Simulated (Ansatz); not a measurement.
A (001) slab of relaxed bulk MgO (Fm-3m, 9.62 Å³/atom, gap on the mesh 4.46 eV), 3 planes in a 4×1 cell with the lowest 1 held; added atoms sit on lattice sites of the next plane. A dipole correction is on. The surface energy is the mean of the held and the free face; step energies are per length and the mean of the stripe's two steps, which run along the shortest translation of the plane; step and island energies count from the flat slab and bulk atoms.

All numbers below come from DFT PBE, scalar-relativistic, plane waves, PAW (Ansatz 0.2.0).

Cutoff 420 eV, Gaussian smearing of 0.05 eV, energies at zero smearing, symmetry of each start kept, no spin polarisation.

```csv
start,atoms,k mesh,surface energy (J/m²),gap on the mesh (eV),step energy (meV/Å)
flat slab,24,2×8×1,0.89,3.24,-
stripe of 4 atoms,28,2×8×1,-,0.13,531
```

Gaps under about 0.2 eV rest on few k points and may close between them.